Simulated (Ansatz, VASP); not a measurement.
Given: the input of a run of Ansatz 0.2.0 on SnTe.

The input input.yaml:

```yaml
crystal:
  lattice:
    - [3.9047, 0.0, 0.0]
    - [0.0, 3.9047, 0.0]
    - [0.0, 0.0, 3.9047]
  atoms:
    - { symbol: Te, position: [0.5, 0.5, 0.5] }
    - { symbol: Sn, position: [0.0, 0.0, 0.0] }
kpoints:
  mp_grid: { grid: [7, 7, 7] }
scf:
  occupations: { method: gaussian, width: 0.05 }
hamiltonian:
  xc: rpbe
  pseudopotentials: { kind: all_electron, lapw: { basis_error: 0.001 } }
output:
  forces: true
  stress: true
  eigenvalues: true
```

Potentials or basis: all-electron LAPW, scalar-relativistic.

Command:

```sh
$ ansatz run input.yaml --threads 1 --pin off --max-ram 3072MiB --backend cpu --events-out ev --progress --plain --runs-dir out
```

Question: Set up the same calculation for VASP 6.6.1. Potentials there: VASP PAW PBE potentials, release 64 (Te, Sn_d).

Answer: As run (the cutoff follows the program's own potentials):

Contents of INCAR:

```
SYSTEM = SnTe
PREC = Accurate
ENCUT = 520
EDIFF = 1E-7
ISMEAR = 0
SIGMA = 0.05
LREAL = .FALSE.
LASPH = .TRUE.
NELM = 60
ALGO = Normal
ISIF = 2
LWAVE = .FALSE.
LCHARG = .TRUE.
GGA = RP
LELF = .TRUE.
LVHAR = .TRUE.
NBANDS = 17
```

KPOINTS

```
regular mesh
0
G
  7 7 7
  0 0 0
```

File POSCAR:

```
SnTe
1.0
    3.9047000000      0.0000000000      0.0000000000
    0.0000000000      3.9047000000      0.0000000000
    0.0000000000      0.0000000000      3.9047000000
Te Sn
1 1
Direct
    0.5000000000      0.5000000000      0.5000000000
    0.0000000000      0.0000000000      0.0000000000
```

Potentials or basis: VASP PAW PBE potentials, release 64 (Te, Sn_d).

Command:

```console
$ cat potpaw_PBE.64/Te/POTCAR potpaw_PBE.64/Sn_d/POTCAR > POTCAR
$ mpirun -np 1 vasp_std > vasp.out
```

Both were run:

|  | VASP | Ansatz | Ansatz less VASP |
| --- | --- | --- | --- |
| gap on the k mesh at the Fermi level (eV) | none | none | - |
| pressure (GPa) | 0.2 | 0.3 | +0.04 |

A gap of «none» marks a metal or a gap that the smearing closes. Ansatz ran all-electron here, so the differences hold the error of VASP's frozen core and of both bases.

Caveats: the PAW data sets were made with another functional, which shifts forces and pressure a little (VASP). The runs have no spin-orbit coupling, so splittings on Te are missing.
